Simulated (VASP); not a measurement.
# BN, band structure: which settings are enough?

BN, R3m (no. 160), 2 atoms in the cell. LAK; PAW potentials N, B (PBE set). VASP 6.6.1.

Wanted: band energies at the path's corners within 0.02 eV; smallest gap over path and mesh within 0.01 eV.

What the run is for: bands; Accuracy asked: standard; Route: KPOINTS_OPT.

Band energies at the path's corners: counted from the valence top.

POSCAR:
```
BN
1.0
    1.2511217832      0.7223354983      3.3729344033
   -1.2511217832      0.7223354983      3.3729344033
    0.0000000000     -1.4446709966      3.3729344033
N B
1 1
Direct
    0.6672382000      0.6672382000      0.6672382000
    0.0003288000      0.0003288000      0.0003288000
```

The series start from Plane-wave cutoff (eV): 460; k-point mesh: 8 × 8 × 8; k points a path segment: 12; Electronic threshold (eV): 1e-6; Precision mode (PREC): Accurate; Bands in all (NBANDS): 16; Aspherical gradient terms in the spheres (LASPH): yes. Each series keeps the choices made before it, and each single choice may use up half of a tolerance.

## Plane-wave cutoff (eV)

| Plane-wave cutoff (eV) | Band energies at the path's corners, largest deviation (eV) | Smallest gap over path and mesh (eV) | Time (s) |
|---|---|---|---|
| 320 | 0.107 | 4.860 | 101 |
| 400 | 0.032 | 4.894 | 119 |
| 460 | 0.010 | 4.896 | 273 |
| 520 | 0.003 | 4.899 | 264 |
| 640 (reference) | 0.000 | 4.901 | 338 |

Chosen: 460, the loosest value from which every tighter one stays within half of the tolerance.

## k-point mesh

| k-point mesh | Band energies at the path's corners, largest deviation (eV) | Smallest gap over path and mesh (eV) | Time (s) |
|---|---|---|---|
| 3 × 3 × 3 | 0.043 | 4.877 | 111 |
| 4 × 4 × 4 | 0.006 | 4.893 | 117 |
| 5 × 5 × 5 | 0.005 | 4.894 | 131 |
| 7 × 7 × 7 | 0.000 | 4.896 | 195 |
| 8 × 8 × 8 | 0.000 | 4.896 | 273 |
| 10 × 10 × 10 | 0.000 | 4.896 | 395 |
| 13 × 13 × 13 (reference) | 0.000 | 4.896 | 687 |

Chosen: 4 × 4 × 4.

## Electronic threshold (eV)

| Electronic threshold (eV) | Band energies at the path's corners, largest deviation (eV) | Smallest gap over path and mesh (eV) | Time (s) |
|---|---|---|---|
| 0.001 | 0.004 | 4.894 | 101 |
| 0.0001 | 0.002 | 4.895 | 96 |
| 1e-5 | 0.000 | 4.893 | 136 |
| 1e-6 | 0.000 | 4.893 | 117 |
| 1e-7 (reference) | 0.000 | 4.893 | 129 |

Chosen: 0.001.

## Precision mode (PREC)

| Precision mode (PREC) | Band energies at the path's corners, largest deviation (eV) | Smallest gap over path and mesh (eV) | Time (s) |
|---|---|---|---|
| SingleN | 0.046 | 4.880 | 53 |
| Normal | 0.028 | 4.880 | 40 |
| Accurate (reference) | 0.000 | 4.894 | 101 |

Chosen: Accurate; the one before it in the list is off by more than half of the tolerance.

## Bands in all (NBANDS)

| Bands in all (NBANDS) | Band energies at the path's corners, largest deviation (eV) | Smallest gap over path and mesh (eV) | Time (s) |
|---|---|---|---|
| 6 | 0.005 | 4.896 | 45 |
| 7 | 0.004 | 4.896 | 68 |
| 8 | 0.003 | 4.895 | 52 |
| 10 | 0.001 | 4.895 | 87 |
| 16 | 0.002 | 4.894 | 101 |
| 26 (reference) | 0.000 | 4.895 | 186 |

Chosen: 6.

## Aspherical gradient terms in the spheres (LASPH)

| Aspherical gradient terms in the spheres (LASPH) | Band energies at the path's corners, largest deviation (eV) | Smallest gap over path and mesh (eV) | Time (s) |
|---|---|---|---|
| yes | 0.000 | 4.896 | 45 |
| no | 0.025 | 4.901 | 46 |

Chosen: yes; no other choice that stays within half of the tolerance saves 30 % of the time.

## All choices together

| Input | Band energies at the path's corners, largest deviation (eV) | Smallest gap over path and mesh (eV) | Time (s) |
|---|---|---|---|
| the program's defaults (naive) | 0.081 | 4.922 | 47 |
| chosen settings | 0.018 | 4.896 | 45 |
| reference settings throughout | 0.000 | 4.899 | 1842 |

The tolerance is met.

## The input

INCAR:
```
METAGGA  = LAK            # meta-GGA
ISMEAR   = 0              # smearing method
SIGMA    = 0.03           # smearing width, eV
LWAVE    = F              # write WAVECAR
LCHARG   = F              # write CHGCAR
NBANDS   = 6              # bands
PREC     = Accurate       # precision mode
LASPH    = T              # aspherical terms in the spheres
LREAL    = F              # projectors in reciprocal space
ALGO     = Normal         # electronic algorithm
EDIFF    = 0.001          # SCF threshold, eV
NELM     = 120            # most SCF steps
GGA_COMPAT= F            
ENCUT    = 460            # plane-wave cutoff, eV
EFERMI   = MIDGAP       
LMIXTAU  = T             
```

KPOINTS:
```
Automatic mesh
0
Gamma
  4 4 4
  0 0 0
```

KPOINTS_OPT:
```
path GLB1,BZGX,QFP1Z,LP
12
line-mode
reciprocal
 0.0000000000  0.0000000000  0.0000000000  G
 0.5000000000  0.0000000000  0.0000000000  L

 0.5000000000  0.0000000000  0.0000000000  L
 0.5000000000  0.1972419765 -0.1972419765  B1

 0.8027580235  0.5000000000  0.1972419765  B
 0.5000000000  0.5000000000  0.5000000000  Z

 0.5000000000  0.5000000000  0.5000000000  Z
 0.0000000000  0.0000000000  0.0000000000  G

 0.0000000000  0.0000000000  0.0000000000  G
 0.3486209883  0.0000000000 -0.3486209883  X

 0.6513790117  0.3486209883  0.0000000000  Q
 0.5000000000  0.5000000000  0.0000000000  F

 0.5000000000  0.5000000000  0.0000000000  F
 0.6513790117  0.6513790117  0.1972419765  P1

 0.6513790117  0.6513790117  0.1972419765  P1
 0.5000000000  0.5000000000  0.5000000000  Z

 0.5000000000  0.0000000000  0.0000000000  L
 0.8027580235  0.3486209883  0.3486209883  P
```

Commands:
```
cat potpaw_PBE.64/N/POTCAR potpaw_PBE.64/B/POTCAR > POTCAR
mpirun -np 1 vasp_std > vasp.out
```

The chosen input took VASP 6.6.1 45 s on 1 core (Intel Xeon Platinum 8259CL @ 2.50GHz (Skylake/Cascade Lake)), a shared host.

## An input that fails: fixed density asked without a density file

VASP's message: ERROR: charge density could not be read from file CHGCAR for ICHARG>10.

Changes against the starting input:
```
- NELM = 120
+ NELM = 64
+ ICHARG = 11
```
